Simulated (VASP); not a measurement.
# A slab model of the (0 0 1) face of NbAs, part 2 of 5

Aim: model the (0 0 1) face of NbAs by a slab and find how far its highest filled level lies below the vacuum. The start is a cell from a database of measured crystal structures.

VASP 6.6.1, plane waves and PAW; the level of theory is named at each step.

So far. Step 2 (The bulk reference): Energy at zero smearing: -34.73032 eV.

## 3. Surface relaxation

This step: PBE with D3(BJ); plane waves and PAW (As, Nb_pv) (VASP 6.6.1).

System of this step: NbAs. The cell holds 8 atoms: 4 As and 4 Nb. Its edges and angles: a = 3.452 Å, b = 3.452 Å, c = 24.741 Å, α = 90.0°, β = 90.0°, γ = 90.0°. It derives from NbAs. The (0 0 1) slab of NbAs, cut from the database cell. Vacuum lies along c.

The free atoms relax, while those held by selective dynamics keep their cut positions.

INCAR

```
SYSTEM = NbAs
PREC = Normal
ENCUT = 300
EDIFF = 1E-05
NELM = 120
ISMEAR = 0
SIGMA = 0.05
LREAL = .FALSE.
ALGO = Fast
GGA = PE
IVDW = 12
NBANDS = 40
LASPH = .TRUE.
LORBIT = 11
LWAVE = .FALSE.
LCHARG = .FALSE.
KPAR = 2
IBRION = 2
NSW = 40
ISIF = 2
EDIFFG = -0.03
POTIM = 0.4
MAXMIX = 40
IDIPOL = 3
LDIPOL = .TRUE.
DIPOL = 0.5 0.5 0.5
```

POSCAR

```
NbAs
1.0
    3.4517000000      0.0000000000      0.0000000000
    0.0000000000      3.4517000000      0.0000000000
    0.0000000000      0.0000000000     24.7411200000
As Nb
4 4
Selective dynamics
Direct
    0.0000000000      0.0000000000      0.3031390700  F F F
    0.5000000000      0.0000000000      0.4211612100  F F F
    0.5000000000      0.5000000000      0.5391833500  T T T
    0.0000000000      0.5000000000      0.6572054900  T T T
    0.5000000000      0.5000000000      0.3427945100  F F F
    0.0000000000      0.5000000000      0.4608166500  F F F
    0.0000000000      0.0000000000      0.5788387900  T T T
    0.5000000000      0.0000000000      0.6968609300  T T T
```

KPOINTS

```
Automatic mesh
0
Gamma
8 8 1
0 0 0
```

PAW data sets: As and Nb_pv (PBE family, release 64).

Launch:

```console
> mpirun -np 2 vasp_std
```

Log:

```text
[banner, memory and clock lines left out]
running    2 mpi-ranks, on    1 nodes
 distrk:  each k-point on    1 cores,    2 groups
 distr:  one band on    1 cores,    1 groups

 POSCAR found type information on POSCAR AsNb
 POSCAR found :  2 types and       8 ions
 LDA part: xc-table for (Slater+PW92), standard interpolation
 POSCAR, INCAR and KPOINTS ok, starting setup
 FFT: planning ... GRIDC
 FFT: planning ... GRID_SOFT
 FFT: planning ... GRID
 WAVECAR not read
 entering main loop
       N       E                     dE             d eps       ncg     rms          rms(c)
DAV:   1     0.457054357176E+03    0.45705E+03   -0.24393E+04  2512   0.942E+02
DAV:   2    -0.305917259766E+02   -0.48765E+03   -0.47092E+03  2792   0.473E+02
DAV:   3    -0.654389708689E+02   -0.34847E+02   -0.33883E+02  3056   0.117E+02
DAV:   4    -0.666639317670E+02   -0.12250E+01   -0.12085E+01  3064   0.222E+01
DAV:   5    -0.667093316729E+02   -0.45400E-01   -0.45073E-01  3272   0.415E+00    0.379E+01
RMM:   6    -0.937292261740E+02   -0.27020E+02   -0.65287E+01  2659   0.327E+01    0.204E+01
RMM:   7    -0.174500073695E+03   -0.80771E+02   -0.15948E+02  2837   0.598E+01    0.356E+01
RMM:   8    -0.114358076294E+03    0.60142E+02   -0.45042E+01  2632   0.365E+01    0.186E+01
RMM:   9    -0.688331042556E+02    0.45525E+02   -0.97879E+00  2441   0.155E+01    0.117E+01
RMM:  10    -0.626798288997E+02    0.61533E+01   -0.79546E+00  2558   0.970E+00    0.673E+00
RMM:  11    -0.622828963934E+02    0.39693E+00   -0.17333E+00  2577   0.631E+00    0.435E+00
RMM:  12    -0.619124426335E+02    0.37045E+00   -0.14025E+00  2632   0.442E+00    0.298E+00
RMM:  13    -0.617594277593E+02    0.15301E+00   -0.45815E-01  2839   0.217E+00    0.263E+00
RMM:  14    -0.615135066606E+02    0.24592E+00   -0.35861E-01  2742   0.170E+00    0.162E+00
RMM:  15    -0.614603453718E+02    0.53161E-01   -0.23672E-01  2714   0.155E+00    0.119E+00
RMM:  16    -0.614362729066E+02    0.24072E-01   -0.12089E-01  2684   0.124E+00    0.617E-01
RMM:  17    -0.614352485500E+02    0.10244E-02   -0.57491E-02  2804   0.769E-01    0.372E-01
RMM:  18    -0.614347817827E+02    0.46677E-03   -0.28500E-02  2879   0.474E-01    0.248E-01
RMM:  19    -0.614365513981E+02   -0.17696E-02   -0.14008E-02  2769   0.304E-01    0.238E-01
RMM:  20    -0.614358437043E+02    0.70769E-03   -0.12820E-02  2652   0.290E-01    0.145E-01
RMM:  21    -0.614359919099E+02   -0.14821E-03   -0.48199E-03  2583   0.175E-01    0.721E-02
RMM:  22    -0.614361080797E+02   -0.11617E-03   -0.28161E-03  2440   0.121E-01    0.400E-02
RMM:  23    -0.614362371254E+02   -0.12905E-03   -0.13546E-03  2096   0.783E-02    0.294E-02
RMM:  24    -0.614363429482E+02   -0.10582E-03   -0.69626E-04  2126   0.823E-02    0.447E-02
RMM:  25    -0.614363736973E+02   -0.30749E-04   -0.40035E-04  1756   0.383E-02    0.350E-02
RMM:  26    -0.614363770197E+02   -0.33224E-05   -0.21947E-04  1572   0.397E-02    0.169E-02
RMM:  27    -0.614364034781E+02   -0.26458E-04   -0.15844E-04  1560   0.244E-02    0.800E-03
RMM:  28    -0.614364550949E+02   -0.51617E-04   -0.10095E-04  1475   0.266E-02    0.812E-03
RMM:  29    -0.614364744141E+02   -0.19319E-04   -0.66735E-05  1406   0.240E-02    0.102E-02
RMM:  30    -0.614364831309E+02   -0.87168E-05   -0.35860E-05  1242   0.175E-02
   1 F= -.65504958E+02 E0= -.65502337E+02  d E =-.655050E+02
 curvature:   0.00 expect dE= 0.000E+00 dE for cont linesearch  0.000E+00
 trial: gam= 0.00000 g(F)=  0.704E-01 g(S)=  0.000E+00 ort = 0.000E+00 (trialstep = 0.100E+01)
 search vector abs. value=  0.704E-01
 bond charge predicted
       N       E                     dE             d eps       ncg     rms          rms(c)
DAV:   1    -0.613979957867E+02    0.38479E-01   -0.53061E+00  2640   0.178E+01    0.104E+00
RMM:   2    -0.614716056765E+02   -0.73610E-01   -0.74245E-01  2624   0.450E+00    0.735E-01
RMM:   3    -0.615091880318E+02   -0.37582E-01   -0.22406E-01  2597   0.264E+00    0.736E-01
RMM:   4    -0.614981160969E+02    0.11072E-01   -0.33701E-02  2689   0.105E+00    0.533E-01
RMM:   5    -0.614937586372E+02    0.43575E-02   -0.87517E-03  2773   0.433E-01    0.450E-01
RMM:   6    -0.614850915815E+02    0.86671E-02   -0.88317E-03  2485   0.464E-01    0.228E-01
RMM:   7    -0.614851894252E+02   -0.97844E-04   -0.14797E-02  2581   0.373E-01    0.163E-01
RMM:   8    -0.614846146833E+02    0.57474E-03   -0.17432E-03  2458   0.198E-01    0.130E-01
RMM:   9    -0.614847863252E+02   -0.17164E-03   -0.16859E-03  2458   0.183E-01    0.116E-01
RMM:  10    -0.614845816002E+02    0.20472E-03   -0.32327E-04  2269   0.811E-02    0.935E-02
RMM:  11    -0.614844492864E+02    0.13231E-03   -0.14012E-04  1894   0.568E-02    0.747E-02
RMM:  12    -0.614843431281E+02    0.10616E-03   -0.13592E-04  1935   0.482E-02    0.447E-02
RMM:  13    -0.614843288487E+02    0.14279E-04   -0.54776E-04  2399   0.792E-02    0.248E-02
RMM:  14    -0.614843261353E+02    0.27134E-05   -0.91414E-05  1836   0.378E-02
   2 F= -.65554687E+02 E0= -.65551566E+02  d E =-.497286E-01
[... from here on, the cycles between the ionic steps are left out ...]
   3 F= -.65568475E+02 E0= -.65564443E+02  d E =-.635162E-01
   4 F= -.65568754E+02 E0= -.65564678E+02  d E =-.637960E-01
   5 F= -.65573745E+02 E0= -.65569703E+02  d E =-.499090E-02
   6 F= -.65574912E+02 E0= -.65570870E+02  d E =-.615734E-02
   7 F= -.65574982E+02 E0= -.65570917E+02  d E =-.622788E-02
   8 F= -.65576070E+02 E0= -.65571983E+02  d E =-.108766E-02
   9 F= -.65576112E+02 E0= -.65572072E+02  d E =-.112933E-02
  10 F= -.65576142E+02 E0= -.65572116E+02  d E =-.116012E-02
  11 F= -.65576914E+02 E0= -.65572872E+02  d E =-.771876E-03
 ZBRENT: can't locate minimum, use default step
 trial-energy change:   -0.000772  1 .order   -0.000726   -0.000770   -0.000682
 step:   6.4537(harm= 14.0532)  dis= 0.00000  next Energy=   -65.579497 (dE=-0.335E-02)
 bond charge predicted
       N       E                     dE             d eps       ncg     rms          rms(c)
DAV:   1    -0.614739907124E+02    0.22078E-01   -0.12704E+00  2400   0.943E+00    0.460E-01
RMM:   2    -0.614875902516E+02   -0.13600E-01   -0.15610E-01  2496   0.226E+00    0.191E-01
RMM:   3    -0.614915134145E+02   -0.39232E-02   -0.31284E-02  2673   0.969E-01    0.434E-02
RMM:   4    -0.614919326723E+02   -0.41926E-03   -0.29492E-03  2569   0.319E-01    0.518E-02
RMM:   5    -0.614920073668E+02   -0.74695E-04   -0.69737E-04  2297   0.121E-01    0.571E-02
RMM:   6    -0.614920206485E+02   -0.13282E-04   -0.15536E-04  1912   0.669E-02    0.488E-02
RMM:   7    -0.614920243267E+02   -0.36782E-05   -0.51921E-05  1472   0.369E-02
  12 F= -.65578272E+02 E0= -.65574217E+02  d E =-.212958E-02
 curvature:  -6.51 expect dE=-0.347E-03 dE for cont linesearch -0.190E-03
 trial: gam= 0.00136 g(F)=  0.533E-04 g(S)=  0.000E+00 ort = 0.144E-03 (trialstep = 0.258E+01)
 search vector abs. value=  0.537E-04
 reached required accuracy - stopping structural energy minimisation
```

Wall time 4.3 min (2 MPI ranks of AMD EPYC 9R45, shared host); peak memory 0.45 GiB.

From OUTCAR (step 3):

```text
  LATTYP: Found a simple tetragonal cell.
 ALAT       =     3.4517000000
 C/A-ratio  =     7.1678071675

 Subroutine GETGRP returns: Found  4 space group operations
 (whereof  4 operations were pure point group operations)

The static configuration has the point symmetry C_2v.

 Found     25 irreducible k-points:

   k-points           NKPTS =     25   k-points in BZ     NKDIM =     25   number of bands    NBANDS=     40

   dimension x,y,z NGX =    16 NGY =   16 NGZ =  108
   dimension x,y,z NGXF=    32 NGYF=   32 NGZF=  216

   ENCUT  =  300.0 eV  22.05 Ry    4.70 a.u.   4.87  4.87 34.94*2*pi/ulx,y,z

   NELECT =      64.0000    total number of electrons

 Edisp (eV)   -4.08084

 dipolmoment           0.000000      0.000000     -0.069548 electrons x Angstroem

 E-fermi :   0.6757

 k-point     1 :       0.0000    0.0000    0.0000
  band No.  band energies     occupation
    ...
     29      -0.2694      2.00000
     30      -0.2176      2.00000
     31       0.4886      2.00000
     32       0.4994      2.00000
     33       0.6604      1.33385
     34       1.4839      0.00000
     35       1.6696      0.00000
     36       1.8844      0.00000
     37       2.0500      0.00000
     38       2.7399      0.00000
    ...

 k-point     2 :       0.1250    0.0000    0.0000
  band No.  band energies     occupation
    ...
     28      -0.5685      2.00000
     29      -0.5457      2.00000
     30      -0.1548      2.00000
     31       0.1083      2.00000
     32       0.5333      1.99994
     33       0.7290      0.13162
     34       1.1785      0.00000
     35       1.4721      0.00000
     36       1.7951      0.00000
     37       2.2487      0.00000
    ...

 Edisp (eV)   -4.08625

  Total      -3.19101    -2.11988    -0.23595     0.00000     0.00000     0.00000
  in kB     -17.34418   -11.52222    -1.28244     0.00000     0.00000     0.00000
  external pressure =      -10.05 kB  Pullay stress =        0.00 kB

  energy-cutoff  :      300.00
  volume of cell :      294.77
      direct lattice vectors                 reciprocal lattice vectors
     3.451700000  0.000000000  0.000000000     0.289712316  0.000000000  0.000000000
     0.000000000  3.451700000  0.000000000     0.000000000  0.289712316  0.000000000
     0.000000000  0.000000000 24.741120000     0.000000000  0.000000000  0.040418542

 POSITION                                       TOTAL-FORCE (eV/Angst)
 -----------------------------------------------------------------------------------
      0.00000      0.00000      7.50000         0.000000      0.000000     -0.074489
      1.72585      0.00000     10.42000         0.000000      0.000000      0.286394
      1.72585      1.72585     13.35003         0.000000      0.000000      0.005629
      0.00000      1.72585     16.29280         0.000000      0.000000     -0.026648
      1.72585      1.72585      8.48112         0.000000      0.000000     -0.142922
      0.00000      1.72585     11.40112         0.000000      0.000000     -0.018774
      0.00000      0.00000     14.31181         0.000000      0.000000     -0.004268
      1.72585      0.00000     17.11705         0.000000      0.000000     -0.024922
 -----------------------------------------------------------------------------------
    total drift:                                0.000000      0.000000      0.011145

  FREE ENERGIE OF THE ION-ELECTRON SYSTEM (eV)
  ---------------------------------------------------
  free  energy   TOTEN  =       -65.5782719130 eV

  energy  without entropy=      -65.5701626873  energy(sigma->0) =      -65.57421730

 reached required accuracy - stopping structural energy minimisation

 vacuum level on the upper side and lower side of the slab         4.592         5.650

 total charge
# of ion       s       p       d       tot
------------------------------------------
    1        1.237   1.554   0.037   2.828
    2        1.200   1.640   0.076   2.916
    3        1.201   1.640   0.076   2.917
    4        1.199   1.643   0.089   2.931
    5        0.309   6.314   3.065   9.688
    6        0.307   6.329   3.098   9.734
    7        0.306   6.331   3.098   9.734
    8        0.300   6.226   3.100   9.625
--------------------------------------------------
tot          6.058  31.676  12.639  50.373

[... 7 further parts left out ...]
```

The run keeps the 4 symmetry operations of its start, so it cannot find a distortion of lower symmetry.

The steps of the relaxation:

| step | energy less that of the first step (eV) | largest force (eV/Å) |
| --- | --- | --- |
| 1 | 0.0000 | 0.9821 |
| 2 | -0.0497 | 0.5301 |
| 3 | -0.0635 | 0.2454 |
| 4 | -0.0638 | 0.2515 |
| 5 | -0.0688 | 0.1283 |
| 6 | -0.0700 | 0.0744 |
| 7 | -0.0700 | 0.1122 |
| 8 | -0.0711 | 0.0617 |
| 9 | -0.0712 | 0.0475 |
| 10 | -0.0712 | 0.0920 |
| 11 | -0.0720 | 0.0646 |
| 12 | -0.0733 | 0.0267 |

The atoms that moved most (Å):

| atom | dx | dy | dz | length |
| --- | --- | --- | --- | --- |
| Nb8 | 0.000 | 0.000 | -0.124 | 0.124 |
| As4 | 0.000 | 0.000 | 0.033 | 0.033 |
| As3 | 0.000 | 0.000 | 0.010 | 0.010 |
| Nb7 | 0.000 | 0.000 | -0.009 | 0.009 |

The relaxed structure:

```xyz
8
Lattice="3.4517 0.0000 0.0000 0.0000 3.4517 0.0000 0.0000 0.0000 24.7411" Properties=species:S:1:pos:R:3
As    0.0000    0.0000    7.5000
As    1.7259    0.0000   10.4200
As    1.7259    1.7259   13.3500
As    0.0000    1.7259   16.2928
Nb    1.7259    1.7259    8.4811
Nb    0.0000    1.7259   11.4011
Nb    0.0000    0.0000   14.3118
Nb    1.7259    0.0000   17.1171
```

Numbers from this step:

```
electronic cycles       : 134
electrons               : 64
free energy (TOTEN)     : -65.5783 eV
energy at zero smearing : -65.5742 eV
Fermi energy            : 0.6757 eV
dipole moment           : 0, 0, -0.06955 e·Å
```

The run ended after 12 ionic steps, 0.073 eV below its first step, once the forces on the free atoms met EDIFFG = -0.03.

Only the dipole across the slab is computed (IDIPOL = 3); zeros along the plane are no results.

VASP counts the dipole in electrons times Å, so a positive number points the physical dipole along −c.

(Part 2 of 5 ends here.)

[Lines on the potential files, build, host, timing and source positions are cut from VASP's logs without a mark.]

[Logs are printed without paths, hosts, clocks, repeated set-up lines and the standing remarks that a program may print on its own settings, such as how far it seeks lower states.]

[Hosts, paths, dates, database ids (printed as entryN), source tags and the programs' standing remarks are cut or masked in the printed files.]

[In band tables of VASP the shares of atoms and orbitals are scaled to a sum of 1 inside the atoms' spheres.]

[Runs that stopped without an error message from VASP are left out.]
